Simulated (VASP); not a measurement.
ScAl3:

```xyz
4
Lattice="4.0878 0.0000 0.0000 0.0000 4.0878 0.0000 0.0000 0.0000 4.0878" Properties=species:S:1:pos:R:3 pbc="T T T"
Sc    0.0000    0.0000    0.0000
Al    2.0439    2.0439    0.0000
Al    0.0000    2.0439    2.0439
Al    2.0439    0.0000    2.0439
```

The cell is a database's computed one.

* Program: VASP 6.6.1
* Task: relaxation of cell and atoms
* Functional: vdW-DF
* Potentials or basis: VASP PAW PBE potentials, release 64 (Sc_sv, Al)
* Cutoff: 600 eV
* k mesh: 7 × 7 × 7
* Occupations: fermi-dirac, width 0.05 eV
* Spin: no spin polarisation

At the start: pressure 3.5 GPa; volume 17.08 Å³/atom.

Problem. Where does the relaxation end?

Solution. Over 3 steps the energy falls by 7.1 meV/atom and the volume is 17.76 Å³/atom (+4.0 %); space group Pm-3m (No. 221, to 0.05 Å).

The path:
```csv
step,energy change (eV),largest force (eV/Å),pressure (GPa),volume (Å³)
1,0.0000,0.0000,3.47,68.31
2,-0.0254,0.0000,-1.05,72.03
3,-0.0286,0.0000,-0.02,71.05
```

Final structure:
```
Sc Al
1.0
     4.14185    0.00000    0.00000
     0.00000    4.14185    0.00000
     0.00000    0.00000    4.14185
Sc Al
1 3
Direct
  0.00000 0.00000 0.00000
  0.50000 0.50000 0.00000
  0.00000 0.50000 0.50000
  0.50000 0.00000 0.50000
```

Caveat: the PAW data sets were made with another functional, which shifts forces and pressure a little.
